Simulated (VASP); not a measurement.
The system is SnO.

```
CELL_PARAMETERS angstrom
3.10341 0.00000 0.00000
0.00000 3.10341 0.00000
0.00000 0.00000 3.10341
ATOMIC_POSITIONS crystal
Sn 0.00000 0.00000 0.00000
O 0.50000 0.50000 0.50000
```

The cell was built by a generator and needn't be a form met in nature.

Program: VASP 6.6.1. Alike in all runs: task single point; potentials or basis VASP PAW PBE potentials, release 64 (Sn_d, O); no spin polarisation; cell as given; cutoff (eV) 520; smearing gaussian 0.01 eV.

Order these runs on this cell by their pressure, lowest first.
A. level PBE; k mesh 6 × 6 × 6; mesh quality not flagged
B. level PBE-based screened hybrid; k mesh 4 × 4 × 4; exchange at q = 0 truncated; grid for exact exchange (PRECFOCK) Normal; screening parameter 0.1; share of exact exchange 0.1; mesh quality coarse
C. level HSE06; k mesh 4 × 4 × 4; exchange at q = 0 truncated; grid for exact exchange (PRECFOCK) Normal; screening parameter 0.2079 1/A; mesh quality coarse

C (-0.9 GPa), B (1.3 GPa), A (3.3 GPa).

Caveats: some runs use coarse meshes; the PAW data sets were made with another functional, which shifts forces and pressure a little (some runs).

Not every run made on this cell is shown here.
